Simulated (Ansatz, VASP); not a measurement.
## Two plane-wave programs on Gd

Contents of INCAR:

```
SYSTEM = Gd
PREC = Accurate
ENCUT = 520
EDIFF = 1E-6
ISMEAR = -1
SIGMA = 0.05
LREAL = .False.
LASPH = .True.
NELM = 150
ALGO = Normal
ISIF = 2
LWAVE = .False.
LCHARG = .False.
ISPIN = 2
MAGMOM = 7
LORBIT = 11
LMAXMIX = 6
GGA = PS
NBANDS = 19
```

File KPOINTS:

```
regular mesh
0
Gamma
  9 9 9
  0 0 0
```

POSCAR

```
Gd
1.0
   -1.9976317802      1.9976317802      1.9976317802
    1.9976317802     -1.9976317802      1.9976317802
    1.9976317802      1.9976317802     -1.9976317802
Gd
1
Direct
    0.0000000000      0.0000000000      0.0000000000
```

The input input.yaml:

```yaml
crystal:
  lattice:
    - [-1.9976317802, 1.9976317802, 1.9976317802]
    - [1.9976317802, -1.9976317802, 1.9976317802]
    - [1.9976317802, 1.9976317802, -1.9976317802]
  atoms:
    - { symbol: Gd, position: [0.0, 0.0, 0.0], spin: 7.0 }
hamiltonian:
  xc: pbesol
  pseudopotentials: { kind: paw }
magnetization:
  spin_polarized: true
kpoints:
  mp_grid: { grid: [9, 9, 9] }
scf:
  occupations: { method: fermi_dirac, width: 0.05 }
output:
  forces: true
  stress: true
  eigenvalues: true
  write_density: true
  write_potential: true
  elf: true
  volumetric_format: npy
```

This isn't the form of Gd at room conditions, which is hcp.

Alike in both runs: task single point; functional PBEsol; k mesh 9 × 9 × 9; occupations fermi-dirac, width 0.05 eV; collinear spin.

|  | VASP | Ansatz |
| --- | --- | --- |
| version | VASP 6.6.1 | Ansatz 0.2.0 |
| potentials or method | VASP PAW PBE potentials, release 64 (Gd) | Ansatz PAW |
| plane-wave cutoff (eV) | 520 | 420 |
| valence electrons in the cell | 18 | 18 |

|  | VASP | Ansatz | Ansatz less VASP |
| --- | --- | --- | --- |
| gap on the k mesh at the Fermi level (eV) | none | none | - |
| pressure (GPa) | -1.0 | -1.1 | -0.11 |
| net moment per atom (μB) | 7.59 | 7.59 | +0.001 |
| size of the moment on the site where the two differ most (μB) | 7.00 | 7.32 | +0.314 |

Site moments also hang on the region over which each program counts them. A gap of «none» marks a metal or a gap that the smearing closes. The functional is the same, so the differences come from potentials, cutoffs and numerics.

Caveats: spin-orbit coupling is left out, which moves the levels of the heavy elements; the PAW data sets were made with another functional, which shifts forces and pressure a little (VASP); the PAW data sets come from PBE, with cores solved anew for the run's functional, which leaves a small shift of forces and pressure (Ansatz). The state reached can hang on the start; a lower one may exist.
